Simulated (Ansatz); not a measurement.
Structure: MgS built on the 4H polytype prototype, at its r2SCAN minimum. It is hexagonal, P6_3mc (No. 186); a = 4.015 Å, c = 13.002 Å in the conventional setting, 22.69 Å³ an atom. Around Mg lie 4 S at 2.45–2.46 Å; around Mg lie 4 S at 2.45 Å; around S lie 4 Mg at 2.45–2.46 Å; around S lie 4 Mg at 2.45 Å.

```yaml
crystal:
  lattice:
    - [4.01476, 0.00000, 0.00000]
    - [-2.00738, 3.47688, 0.00000]
    - [0.00000, 0.00000, 13.00185]
  atoms:
    - { symbol: Mg, position: [0.00000, 0.00000, 0.99894] }
    - { symbol: Mg, position: [0.33333, 0.66667, 0.24980] }
    - { symbol: Mg, position: [0.00000, 0.00000, 0.49894] }
    - { symbol: Mg, position: [0.66667, 0.33333, 0.74980] }
    - { symbol: S, position: [0.00000, 0.00000, 0.18798] }
    - { symbol: S, position: [0.33333, 0.66667, 0.43828] }
    - { symbol: S, position: [0.00000, 0.00000, 0.68798] }
    - { symbol: S, position: [0.66667, 0.33333, 0.93828] }
```

The questions ask for values computed with Ansatz 0.2.0 on this geometry. All values are calculated for a non-magnetic cell, which may be hypothetical.

Given (12×12×2 mesh): r2SCAN gives a direct gap of 4.14 eV at Γ.

Question: What does PBE give for the gap (12×12×2 mesh)?

Answer: PBE gives a direct gap of 3.47 eV at Γ. The gap differs by -0.67 eV from r2SCAN's.

Question: Estimate the gap with HSE06 on 6×6×2.

Answer: The HSE06 gap is direct at Γ: 4.53 eV. The gap differs by +0.39 eV from r2SCAN's.

Question: How does the gap change from r2SCAN to PBE0 (6×6×2)?

Answer: The PBE0 gap is direct at Γ: 5.21 eV. The gap differs by +1.07 eV from r2SCAN's.

Question: What are ε∞ and the Born charges with r2SCAN?

Answer: ε∞: 3.74 along x and y, 3.79 along z. Born charges, averaged over directions: Mg +1.89 to +1.91, S -1.90 e. The program notes that the ground state's band table doesn't vouch for all the bands that the response reads.

Question: What do these levels agree on?

Answer: r2SCAN covers 64 % of the step from PBE to HSE06. Among these functionals the gap stays direct.

The meshes of the hybrids are coarse, so their gaps aren't converged to the digits shown.
